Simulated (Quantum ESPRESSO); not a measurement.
# PbSe (Clausthalite) (Fm-3m) in Quantum ESPRESSO: a series of runs

One crystal, PbSe (Clausthalite), is run at these levels: PBE, LDA; tasks: band structure, single point, equation of state.

Everything below comes from runs of Quantum ESPRESSO 7.5. Logs are shortened: lines on timing, memory, paths and dates and some standing lists are left out, and cuts for length are marked.

**The experiment to reproduce.**

From a printed reference work, monograph, for a bulk crystal of PbSe at 4.2 K: band gap 0.15 eV (direct).

How close the calculation comes is told below.

## 1. The structure

Symmetry: Fm-3m, No. 225, cubic system. The conventional cell has a = 6.121 Å, b = 6.121 Å, c = 6.121 Å, α = 90.00°, β = 90.00°, γ = 90.00°. Around Pb (site symmetry m-3m) lie 6 Se at 3.06 Å. Around Se (site symmetry m-3m) lie 6 Pb at 3.06 Å.

## 2. Band structure, PBE

The input, pw.in:

```
&CONTROL
  calculation = 'scf'
  prefix = 'pwscf'
  outdir = './tmp'
  pseudo_dir = './pseudo'
  tprnfor = .true.
  tstress = .true.
  disk_io = 'low'
/
&SYSTEM
  ibrav = 0
  A = 4.32841274
  nat = 2
  ntyp = 2
  ecutwfc = 86
  nbnd = 22
  occupations = 'smearing'
  smearing = 'fd'
  degauss = 0.00367493
/
&ELECTRONS
  conv_thr = 4d-10
  electron_maxstep = 120
  mixing_beta = 0.5
/
ATOMIC_SPECIES
Pb   207.2000 Pb.upf
Se    78.9710 Se.upf
CELL_PARAMETERS alat
   0.0000000000    0.7071067811    0.7071067811
   0.7071067811    0.0000000000    0.7071067811
   0.7071067811    0.7071067811    0.0000000000
ATOMIC_POSITIONS alat
Pb     0.0000000000    0.0000000000    0.0000000000
Se     0.7071067811    0.7071067811    0.7071067811
K_POINTS automatic
8 8 8 0 0 0
```

The input, bands.in:

```
&CONTROL
  calculation = 'bands'
  prefix = 'pwscf'
  outdir = './tmp'
  pseudo_dir = './pseudo'
  disk_io = 'low'
  verbosity = 'high'
/
&SYSTEM
  ibrav = 0
  A = 4.32841274
  nat = 2
  ntyp = 2
  ecutwfc = 86
  nbnd = 22
  occupations = 'smearing'
  smearing = 'fd'
  degauss = 0.00367493
/
&ELECTRONS
  conv_thr = 1d-08
  electron_maxstep = 120
  mixing_beta = 0.5
  diago_full_acc = .true.
/
ATOMIC_SPECIES
Pb   207.2000 Pb.upf
Se    78.9710 Se.upf
CELL_PARAMETERS alat
   0.0000000000    0.7071067811    0.7071067811
   0.7071067811    0.0000000000    0.7071067811
   0.7071067811    0.7071067811    0.0000000000
ATOMIC_POSITIONS alat
Pb     0.0000000000    0.0000000000    0.0000000000
Se     0.7071067811    0.7071067811    0.7071067811
K_POINTS crystal
60
 0.0000000000  0.0000000000  0.0000000000 1
 0.0625000000  0.0000000000  0.0625000000 1
 0.1250000000  0.0000000000  0.1250000000 1
 0.1875000000  0.0000000000  0.1875000000 1
 0.2500000000  0.0000000000  0.2500000000 1
 0.3125000000  0.0000000000  0.3125000000 1
 0.3750000000  0.0000000000  0.3750000000 1
 0.4375000000  0.0000000000  0.4375000000 1
 0.5000000000  0.0000000000  0.5000000000 1
 0.5000000000  0.0625000000  0.5625000000 1
 0.5000000000  0.1250000000  0.6250000000 1
 0.5000000000  0.1875000000  0.6875000000 1
 0.5000000000  0.2500000000  0.7500000000 1
 0.4375000000  0.3125000000  0.7500000000 1
 0.3750000000  0.3750000000  0.7500000000 1
 0.3375000000  0.3375000000  0.6750000000 1
 0.3000000000  0.3000000000  0.6000000000 1
 0.2625000000  0.2625000000  0.5250000000 1
 0.2250000000  0.2250000000  0.4500000000 1
 0.1875000000  0.1875000000  0.3750000000 1
 0.1500000000  0.1500000000  0.3000000000 1
 0.1125000000  0.1125000000  0.2250000000 1
 0.0750000000  0.0750000000  0.1500000000 1
 0.0375000000  0.0375000000  0.0750000000 1
 0.0000000000  0.0000000000  0.0000000000 1
 0.0625000000  0.0625000000  0.0625000000 1
 0.1250000000  0.1250000000  0.1250000000 1
 0.1875000000  0.1875000000  0.1875000000 1
 0.2500000000  0.2500000000  0.2500000000 1
 0.3125000000  0.3125000000  0.3125000000 1
 0.3750000000  0.3750000000  0.3750000000 1
 0.4375000000  0.4375000000  0.4375000000 1
 0.5000000000  0.5000000000  0.5000000000 1
 0.5250000000  0.4500000000  0.5250000000 1
 0.5500000000  0.4000000000  0.5500000000 1
 0.5750000000  0.3500000000  0.5750000000 1
 0.6000000000  0.3000000000  0.6000000000 1
 0.6250000000  0.2500000000  0.6250000000 1
 0.5833333333  0.2500000000  0.6666666667 1
 0.5416666667  0.2500000000  0.7083333333 1
 0.5000000000  0.2500000000  0.7500000000 1
 0.5000000000  0.2857142857  0.7142857143 1
 0.5000000000  0.3214285714  0.6785714286 1
 0.5000000000  0.3571428571  0.6428571429 1
 0.5000000000  0.3928571429  0.6071428571 1
 0.5000000000  0.4285714286  0.5714285714 1
 0.5000000000  0.4642857143  0.5357142857 1
 0.5000000000  0.5000000000  0.5000000000 1
 0.4821428571  0.4821428571  0.5357142857 1
 0.4642857143  0.4642857143  0.5714285714 1
 0.4464285714  0.4464285714  0.6071428571 1
 0.4285714286  0.4285714286  0.6428571429 1
 0.4107142857  0.4107142857  0.6785714286 1
 0.3928571429  0.3928571429  0.7142857143 1
 0.3750000000  0.3750000000  0.7500000000 1
 0.6250000000  0.2500000000  0.6250000000 1
 0.5937500000  0.1875000000  0.5937500000 1
 0.5625000000  0.1250000000  0.5625000000 1
 0.5312500000  0.0625000000  0.5312500000 1
 0.5000000000  0.0000000000  0.5000000000 1
```

Potentials or basis: PseudoDojo 0.4.1 SR PBE standard.

Started as:

```bash
OMP_NUM_THREADS=1 pw.x -in pw.in > pw.out
OMP_NUM_THREADS=1 pw.x -in bands.in > bands.out
```

pw.out:

```text
This program is part of the open-source Quantum ESPRESSO suite
     for quantum simulation of materials; please cite
[... 9 lines left out ...]
     --------------------
     sticks:   dense  smooth     PW     G-vecs:    dense   smooth      PW
     Sum        1585    1585    451                41655    41655    6423

     Using Slab Decomposition

     bravais-lattice index     =            0
     lattice parameter (alat)  =       8.1795  a.u.
     unit-cell volume          =     386.9614 (a.u.)^3
     number of atoms/cell      =            2
     number of atomic types    =            2
     number of electrons       =        30.00
     number of Kohn-Sham states=           22
     kinetic-energy cutoff     =      86.0000  Ry
     charge density cutoff     =     344.0000  Ry
     scf convergence threshold =      4.0E-10
     mixing beta               =       0.5000
     number of iterations used =            8  plain     mixing
     Exchange-correlation= PBE
                           (   1   4   3   4   0   0   0)

     celldm(1)=   8.179515  celldm(2)=   0.000000  celldm(3)=   0.000000
     celldm(4)=   0.000000  celldm(5)=   0.000000  celldm(6)=   0.000000

     crystal axes: (cart. coord. in units of alat)
               a(1) = (   0.000000   0.707107   0.707107 )
               a(2) = (   0.707107   0.000000   0.707107 )
               a(3) = (   0.707107   0.707107   0.000000 )

     reciprocal axes: (cart. coord. in units 2 pi/alat)
               b(1) = ( -0.707107  0.707107  0.707107 )
               b(2) = (  0.707107 -0.707107  0.707107 )
               b(3) = (  0.707107  0.707107 -0.707107 )

     PseudoPot. # 1 for Pb read from file:
     Pb.upf
     Pseudo is Norm-conserving + core correction, Zval = 14.0
     Generated using ONCVPSP code by D. R. Hamann
     Using radial grid of 1678 points,  6 beta functions with:
                l(1) =   0
                l(2) =   0
                l(3) =   1
                l(4) =   1
                l(5) =   2
                l(6) =   2

     PseudoPot. # 2 for Se read from file:
     Se.upf
     Pseudo is Norm-conserving + core correction, Zval = 16.0
     Generated using ONCVPSP code by D. R. Hamann
     Using radial grid of 1214 points,  6 beta functions with:
                l(1) =   0
                l(2) =   0
                l(3) =   1
                l(4) =   1
                l(5) =   2
                l(6) =   2

     atomic species   valence    mass     pseudopotential
     Pb               14.00   207.20000     Pb( 1.00)
     Se               16.00    78.97100     Se( 1.00)

     48 Sym. Ops., with inversion, found

   Cartesian axes

     site n.     atom                  positions (alat units)
         1        Pb     tau(   1) = (   0.0000000   0.0000000   0.0000000  )
         2        Se     tau(   2) = (   0.7071068   0.7071068   0.7071068  )

     number of k points=    29  Fermi-Dirac smearing, width (Ry)=  0.0037
                       cart. coord. in units 2pi/alat
        k(    1) = (   0.0000000   0.0000000   0.0000000), wk =   0.0039062
        k(    2) = (   0.0883883   0.0883883  -0.0883883), wk =   0.0312500
        k(    3) = (   0.1767767   0.1767767  -0.1767767), wk =   0.0312500
        k(    4) = (   0.2651650   0.2651650  -0.2651650), wk =   0.0312500
        k(    5) = (  -0.3535534  -0.3535534   0.3535534), wk =   0.0156250
        k(    6) = (   0.1767767   0.0000000   0.0000000), wk =   0.0234375
[... 21 lines left out ...]
        k(   28) = (  -0.7071068   0.1767767   0.0000000), wk =   0.0468750
        k(   29) = (  -0.7071068   0.3535534   0.0000000), wk =   0.0234375

     Dense  grid:    41655 G-vectors     FFT dimensions: (  50,  50,  50)

     Initial potential from superposition of free atoms

     starting charge      29.9978, renormalised to      30.0000
     Starting wfcs are   18 randomized atomic wfcs +    4 random wfcs

     Self-consistent Calculation

     iteration #  1     ecut=    86.00 Ry     beta= 0.50
     Davidson diagonalization with overlap
     ethr =  1.00E-02,  avg # of iterations =  5.3

     Threshold (ethr) on eigenvalues was too large:
     Diagonalizing with lowered threshold

     Davidson diagonalization with overlap
     ethr =  2.53E-04,  avg # of iterations =  2.7

     total energy              =    -383.29926745 Ry
     estimated scf accuracy    <       0.07415706 Ry

     iteration #  2     ecut=    86.00 Ry     beta= 0.50
     Davidson diagonalization with overlap
     ethr =  2.47E-04,  avg # of iterations =  2.3
[... 43 lines left out ...]
     total energy              =    -383.31934899 Ry
     estimated scf accuracy    <       0.00000001 Ry

     iteration #  9     ecut=    86.00 Ry     beta= 0.50
     Davidson diagonalization with overlap
     ethr =  3.67E-11,  avg # of iterations =  2.0

     End of self-consistent calculation

          k = 0.0000 0.0000 0.0000 (  5161 PWs)   bands (ev):

   -37.7830 -37.7830 -37.7806 -37.7806 -37.7806  -7.3303  -7.3303  -7.3303
    -7.3245  -7.3245  -4.1023   3.1829   7.6239   7.6239   7.6239  14.2057
    14.2057  14.2057  16.0239  16.0239  16.0239  17.7663

          k = 0.0884 0.0884-0.0884 (  5149 PWs)   bands (ev):

   -37.7830 -37.7830 -37.7806 -37.7806 -37.7806  -7.3300  -7.3300  -7.3297
    -7.3236  -7.3236  -3.9841   2.7900   7.6640   7.6640   7.8973  13.1464
    13.5292  13.5292  15.8575  16.3711  16.3711  18.8380
[... 49 lines left out ...]
          k =-0.0884-0.2652 0.2652 (  5205 PWs)   bands (ev):

   -37.7830 -37.7830 -37.7806 -37.7805 -37.7805  -7.3445  -7.3412  -7.3267
    -7.3128  -7.3058  -3.4306   1.5815   6.8375   8.1051   9.0419  10.7041
    11.6207  13.3810  16.4194  17.1392  18.9905  20.0135

          k = 0.0000-0.1768 0.1768 (  5194 PWs)   bands (ev):

   -37.7830 -37.7830 -37.7806 -37.7806 -37.7806  -7.3338  -7.3334  -7.3294
    -7.3232  -7.3144  -3.7946   2.3179   7.1463   7.9574   8.4888  11.8632
    12.4509  13.7690  16.0699  16.4235  17.5196  18.7216

          k = 0.3536 0.0000 0.0000 (  5201 PWs)   bands (ev):

   -37.7830 -37.7830 -37.7806 -37.7805 -37.7805  -7.3729  -7.3393  -7.3150
    -7.3086  -7.3086  -3.4945   2.1164   6.8948   6.8948   7.8614  11.8920
    14.0567  14.2575  14.2575  18.9997  19.1338  19.1338
[... 13 lines left out ...]
          k =-0.0884-0.4419 0.4419 (  5215 PWs)   bands (ev):

   -37.7830 -37.7829 -37.7805 -37.7805 -37.7805  -7.3861  -7.3341  -7.3196
    -7.3082  -7.2975  -2.8232   1.0933   5.6480   7.3604   7.9369  11.6865
    12.3217  14.1604  16.9743  18.4180  18.7625  21.2719

          k = 0.0000-0.3536 0.3536 (  5202 PWs)   bands (ev):

   -37.7830 -37.7830 -37.7805 -37.7805 -37.7805  -7.3638  -7.3392  -7.3195
    -7.3082  -7.3069  -3.0850   1.2566   5.9815   7.8845   8.7260  10.8782
    11.6703  13.9532  17.5408  17.6388  19.0511  19.9458

          k = 0.5303 0.0000-0.0000 (  5209 PWs)   bands (ev):

   -37.7830 -37.7829 -37.7806 -37.7805 -37.7805  -7.4268  -7.3457  -7.3083
    -7.2924  -7.2924  -2.9373   1.9425   5.6287   6.4398   6.4398  13.4130
    14.2008  14.7926  14.7926  20.1363  20.2531  21.4933
[... 61 lines left out ...]
          k =-0.7071 0.3536 0.0000 (  5220 PWs)   bands (ev):

   -37.7830 -37.7829 -37.7805 -37.7805 -37.7805  -7.4167  -7.3251  -7.3179
    -7.3179  -7.2855  -2.6383   1.4744   5.2655   5.2655   8.7014  11.3801
    14.4589  14.4589  17.2349  17.2349  21.3538  22.2292

     the Fermi energy is     9.6402 ev

!    total energy              =    -383.31934899 Ry
     estimated scf accuracy    <          2.3E-10 Ry
     smearing contrib. (-TS)   =      -0.00002254 Ry
     internal energy E=F+TS    =    -383.31932645 Ry

     The total energy is F=E-TS. E is the sum of the following terms:
     one-electron contribution =    -173.57050065 Ry
     hartree contribution      =     100.03407443 Ry
     xc contribution           =     -88.42649955 Ry
     ewald contribution        =    -221.35640069 Ry

     convergence has been achieved in   9 iterations

     Forces acting on atoms (cartesian axes, Ry/au):

     atom    1 type  1   force =     0.00000000   -0.00000000   -0.00000000
     atom    2 type  2   force =    -0.00000000    0.00000000    0.00000000

     Total force =     0.000000     Total SCF correction =     0.000000

     Computing stress (Cartesian axis) and pressure

          total   stress  (Ry/bohr**3)                   (kbar)     P=       24.10
   0.00016385  -0.00000000  -0.00000000           24.10       -0.00       -0.00
  -0.00000000   0.00016385   0.00000000           -0.00       24.10        0.00
  -0.00000000   0.00000000   0.00016385           -0.00        0.00       24.10

=------------------------------------------------------------------------------=
   JOB DONE.
=------------------------------------------------------------------------------=
```

It took 2.3 min on 1 thread of Arm Neoverse V1, shared host; peak memory 0.15 GiB.

What came out:

* Free energy: -5215.3254 eV
* Pressure: 2.4 GPa
* Band gap on the k mesh: 0.30 eV, direct
* Band gap along the path: 0.30 eV, direct

Levels at the corners of the path, in eV from the valence-band top:
```
point  band 13  band 14  band 15  band 16  band 17  band 18
    Γ    -1.87    -1.87    -1.87     4.71     4.71     4.71
    X    -4.98    -3.23    -3.23     3.71     5.61     5.61
    W    -4.23    -4.23    -0.79     1.89     4.97     4.97
    K    -4.57    -2.72    -2.39     3.40     4.01     5.45
    Γ    -1.87    -1.87    -1.87     4.71     4.71     4.71
    L    -1.47    -1.47     0.00     0.30     1.70     1.70
    U    -4.57    -2.72    -2.39     3.40     4.01     5.45
    W    -4.23    -4.23    -0.79     1.89     4.97     4.97
    L    -1.47    -1.47     0.00     0.30     1.70     1.70
    K    -4.57    -2.72    -2.39     3.40     4.01     5.45
    U    -4.57    -2.72    -2.39     3.40     4.01     5.45
    X    -4.98    -3.23    -3.23     3.71     5.61     5.61
```

Caveat: spin-orbit coupling is left out, which as a rule narrows the gap of such compounds by several tenths of an eV.

## 3. Band structure, LDA

pw.in is that of step 2.

bands.in is that of step 2.

Potentials or basis: PseudoDojo 0.4.1 SR LDA standard.

Started as:

```bash
OMP_NUM_THREADS=1 pw.x -in pw.in > pw.out
OMP_NUM_THREADS=1 pw.x -in bands.in > bands.out
```

pw.out:

```text
This program is part of the open-source Quantum ESPRESSO suite
     for quantum simulation of materials; please cite
[... 9 lines left out ...]
     --------------------
     sticks:   dense  smooth     PW     G-vecs:    dense   smooth      PW
     Sum        1585    1585    451                41655    41655    6423

     Using Slab Decomposition

     bravais-lattice index     =            0
     lattice parameter (alat)  =       8.1795  a.u.
     unit-cell volume          =     386.9614 (a.u.)^3
     number of atoms/cell      =            2
     number of atomic types    =            2
     number of electrons       =        30.00
     number of Kohn-Sham states=           22
     kinetic-energy cutoff     =      86.0000  Ry
     charge density cutoff     =     344.0000  Ry
     scf convergence threshold =      4.0E-10
     mixing beta               =       0.5000
[... 260 lines left out ...]
   -38.2575 -38.2575 -38.2547 -38.2547 -38.2547  -7.6095  -7.5843  -7.5573
    -7.5464  -7.5442  -3.4657   0.8102   5.6320   7.5686   8.3524  10.4345
    11.2428  13.5339  17.0979  17.2786  18.6345  19.5722

          k = 0.5303 0.0000-0.0000 (  5209 PWs)   bands (ev):
[... 67 lines left out ...]
   -38.2576 -38.2575 -38.2547 -38.2547 -38.2547  -7.6654  -7.5699  -7.5556
    -7.5556  -7.5221  -3.0156   1.0191   4.9081   4.9081   8.3728  10.9247
    14.0393  14.0393  16.8100  16.8100  20.9843  21.8887

     the Fermi energy is     9.2187 ev

!    total energy              =    -382.96179327 Ry
     estimated scf accuracy    <          7.8E-11 Ry
     smearing contrib. (-TS)   =      -0.00004412 Ry
     internal energy E=F+TS    =    -382.96174915 Ry

     The total energy is F=E-TS. E is the sum of the following terms:
     one-electron contribution =    -174.35954381 Ry
     hartree contribution      =      99.94116477 Ry
     xc contribution           =     -87.18696942 Ry
     ewald contribution        =    -221.35640069 Ry

     convergence has been achieved in   9 iterations

     Forces acting on atoms (cartesian axes, Ry/au):

     atom    1 type  1   force =    -0.00000000    0.00000000    0.00000000
     atom    2 type  2   force =    -0.00000000    0.00000000    0.00000000

     Total force =     0.000000     Total SCF correction =     0.000000

     Computing stress (Cartesian axis) and pressure

          total   stress  (Ry/bohr**3)                   (kbar)     P=      -21.48
  -0.00014601  -0.00000000  -0.00000000          -21.48       -0.00       -0.00
  -0.00000000  -0.00014601  -0.00000000           -0.00      -21.48       -0.00
  -0.00000000  -0.00000000  -0.00014601           -0.00       -0.00      -21.48

=------------------------------------------------------------------------------=
   JOB DONE.
=------------------------------------------------------------------------------=
```

bands.out:

```text
This program is part of the open-source Quantum ESPRESSO suite
     for quantum simulation of materials; please cite
         "P. Giannozzi et al., J. Phys.:Condens. Matter 21 395502 (2009);
         "P. Giannozzi et al., J. Phys.:Condens. Matter 29 465901 (2017);
         "P. Giannozzi et al., J. Chem. Phys. 152 154105 (2020);
[... 1177 lines left out ...]
   -38.2577 -38.2576 -38.2549 -38.2547 -38.2547  -7.7031  -7.5870  -7.5498
    -7.5221  -7.5221  -3.0452   1.6366   4.1462   5.9203   5.9203  12.7950
    14.6531  14.6531  15.0928  20.5582  20.6884  21.9101

=------------------------------------------------------------------------------=
   JOB DONE.
=------------------------------------------------------------------------------=
```

It took 2.3 min on 1 thread of Arm Neoverse V1, shared host; peak memory 0.15 GiB.

What came out:

| Property | Result |
| --- | --- |
| Free energy | -5210.4606 eV |
| Pressure | -2.1 GPa |
| Band gap on the k mesh | 0.19 eV, direct |
| Band gap along the path | 0.19 eV, direct |

Levels at the corners of the path, in eV from the valence-band top:
| point | band 12 | band 13 | band 14 | band 15 | band 16 | band 17 | band 18 | band 19 |
| --- | --- | --- | --- | --- | --- | --- | --- | --- |
| Γ | -6.43 | -1.82 | -1.82 | -1.82 | 4.62 | 4.62 | 4.62 | 6.54 |
| X | -7.49 | -4.98 | -3.20 | -3.20 | 3.67 | 5.53 | 5.53 | 5.97 |
| W | -8.10 | -4.21 | -4.21 | -0.75 | 1.80 | 4.92 | 4.92 | 7.69 |
| K | -8.12 | -4.57 | -2.69 | -2.39 | 3.34 | 3.96 | 5.39 | 5.79 |
| Γ | -6.43 | -1.82 | -1.82 | -1.82 | 4.62 | 4.62 | 4.62 | 6.54 |
| L | -8.87 | -1.41 | -1.41 | 0.00 | 0.19 | 1.64 | 1.64 | 8.46 |
| U | -8.12 | -4.57 | -2.69 | -2.39 | 3.34 | 3.96 | 5.39 | 5.79 |
| W | -8.10 | -4.21 | -4.21 | -0.75 | 1.80 | 4.92 | 4.92 | 7.69 |
| L | -8.87 | -1.41 | -1.41 | 0.00 | 0.19 | 1.64 | 1.64 | 8.46 |
| K | -8.12 | -4.57 | -2.69 | -2.39 | 3.34 | 3.96 | 5.39 | 5.79 |
| U | -8.12 | -4.57 | -2.69 | -2.39 | 3.34 | 3.96 | 5.39 | 5.79 |
| X | -7.49 | -4.98 | -3.20 | -3.20 | 3.67 | 5.53 | 5.53 | 5.97 |

Caveat: spin-orbit coupling is left out, which as a rule narrows the gap of such compounds by several tenths of an eV.

[end of part 1 of 2]
